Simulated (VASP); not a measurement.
Calculation: PBE GGA, VASP's PBE PAW potentials (set 64) (plane waves; VASP).

VASP input:

KPOINTS:
```
Automatic mesh
0
Gamma
7 7 7
0 0 0
```

**INCAR**
```
ALGO = Normal
EDIFF = 1E-6
ENCUT = 400
GGA = PE
ISIF = 2
ISMEAR = 0
LASPH = T
LCHARG = F
LMAXMIX = 4
LREAL = F
LWAVE = F
NELM = 100
PREC = Accurate
SIGMA = 0.01
SYSTEM = SrF2
```

File POSCAR:
```
SrF2
1
    0.0000000000     2.9103020000     2.9103020000
    2.9103020000     0.0000000000     2.9103020000
    2.9103020000     2.9103020000     0.0000000000
Sr F
1 2
Direct
  0.0000000000   0.0000000000   0.0000000000
  0.7500000000   0.7500000000   0.7500000000
  0.2500000000   0.2500000000   0.2500000000
```

POTCAR, in this order: Sr_sv F (PBE.64 set). Program: vasp_std.

The run wrote:

### OUTCAR
```
 ion  position               nearest neighbor table
   1  0.000  0.000  0.000-   2 2.52   2 2.52   2 2.52   2 2.52   3 2.52   3 2.52   3 2.52   3 2.52
  LATTYP: Found a face centered cubic cell.
 ALAT       =     5.8206040000
 Subroutine PRICEL returns:
 Original cell was already a primitive cell.
 Subroutine GETGRP returns: Found 48 space group operations
The static configuration has the point symmetry O_h .
The dynamic configuration has the point symmetry O_h .
 Subroutine INISYM returns: Found 48 space group operations
 Subroutine IBZKPT returns following result:
 Found     20 irreducible k-points:

 Following reciprocal coordinates:
            Coordinates               Weight
  0.000000  0.000000  0.000000      1.000000
  0.142857  0.000000  0.000000      8.000000
  0.285714  0.000000  0.000000      8.000000
  0.428571  0.000000  0.000000      8.000000
  0.142857  0.142857  0.000000      6.000000
  0.285714  0.142857  0.000000     24.000000
  0.428571  0.142857  0.000000     24.000000
 -0.428571  0.142857  0.000000     24.000000
 -0.285714  0.142857  0.000000     24.000000
 -0.142857  0.142857  0.000000     12.000000
  0.285714  0.285714  0.000000      6.000000
  0.428571  0.285714  0.000000     24.000000
 -0.428571  0.285714  0.000000     24.000000
 -0.285714  0.285714  0.000000     12.000000
  0.428571  0.428571  0.000000      6.000000
 -0.428571  0.428571  0.000000     12.000000
  0.428571  0.285714  0.142857     24.000000
 -0.428571  0.285714  0.142857     48.000000
 -0.428571  0.428571  0.142857     24.000000
 -0.285714  0.428571  0.142857     24.000000
   k-points           NKPTS =     20   k-points in BZ     NKDIM =     20   number of bands    NBANDS=     16
   number of dos      NEDOS =    301   number of ions     NIONS =      3
   total plane-waves  NPLWV =  21952
   dimension x,y,z NGX =    28 NGY =   28 NGZ =   28
   dimension x,y,z NGXF=    56 NGYF=   56 NGZF=   56
...
```

**OSZICAR**
```
       N       E                     dE             d eps       ncg     rms          rms(c)
DAV:   1     0.119938805550E+03    0.11994E+03   -0.12395E+04   640   0.119E+03
DAV:   2    -0.143412631234E+02   -0.13428E+03   -0.13196E+03   808   0.281E+02
DAV:   3    -0.184557115492E+02   -0.41144E+01   -0.41089E+01   960   0.525E+01
DAV:   4    -0.185692580769E+02   -0.11355E+00   -0.11354E+00   816   0.650E+00
DAV:   5    -0.185722520832E+02   -0.29940E-02   -0.29940E-02   944   0.829E-01    0.154E+01
DAV:   6    -0.170837091876E+02    0.14885E+01   -0.74243E+00   640   0.186E+01    0.130E+01
DAV:   7    -0.170763138244E+02    0.73954E-02   -0.19649E-01   912   0.375E+00    0.673E+00
DAV:   8    -0.170919179385E+02   -0.15604E-01   -0.38155E-02   824   0.233E+00    0.548E-01
DAV:   9    -0.170996009183E+02   -0.76830E-02   -0.10208E-02   760   0.704E-01    0.392E-01
DAV:  10    -0.171007235905E+02   -0.11227E-02   -0.12525E-03   752   0.267E-01    0.888E-02
DAV:  11    -0.171008785042E+02   -0.15491E-03   -0.14363E-04   704   0.840E-02    0.176E-02
DAV:  12    -0.171008927203E+02   -0.14216E-04   -0.24602E-05   840   0.341E-02    0.208E-02
DAV:  13    -0.171008927502E+02   -0.29910E-07   -0.23923E-06   672   0.123E-02
   1 F= -.17100893E+02 E0= -.17100893E+02  d E =-.100707E-66
```

OUTCAR:
```
------------------------ aborting loop because EDIFF is reached ----------------------------------------
  FORCE on cell =-STRESS in cart. coord.  units (eV):
  Direction    XX          YY          ZZ          XY          YZ          ZX
  --------------------------------------------------------------------------------------
  Total       -1.7601498     -1.7601498     -1.7601498      0.0000000      0.0000000      0.0000000
  in kB      -57.2026349    -57.2026349    -57.2026349      0.0000000      0.0000000      0.0000000
  external PRESSURE =     -57.2026349 kB  Pullay stress =       0.0000000 kB
  volume of cell :       49.30
      direct lattice vectors                 reciprocal lattice vectors
     0.000000000  2.910302000  2.910302000    -0.171803476  0.171803476  0.171803476
     2.910302000  0.000000000  2.910302000     0.171803476 -0.171803476  0.171803476
     2.910302000  2.910302000  0.000000000     0.171803476  0.171803476 -0.171803476
 POSITION                                       TOTAL-FORCE (eV/Angst)
 -----------------------------------------------------------------------------------
      0.00000      0.00000      0.00000        -0.000000      0.000000     -0.000000
      4.36545      4.36545      4.36545         0.000000      0.000000      0.000000
      1.45515      1.45515      1.45515        -0.000000     -0.000000     -0.000000
 -----------------------------------------------------------------------------------
    total drift:                                0.000000      0.000000      0.000000
  FREE ENERGIE OF THE ION-ELECTRON SYSTEM (eV)
  ---------------------------------------------------
  free  energy   TOTEN  =       -17.1008927502 eV

  energy  without entropy=      -17.1008927502  energy(sigma->0) =      -17.10089275
```
(Selected blocks of OUTCAR.)

At this cut-off the stress carries a Pulay error, which pulls relaxed volumes low.

The structure comes from a computed database's SrF2 entry; how it stands against other phases isn't given here. The cell was not relaxed at this level.
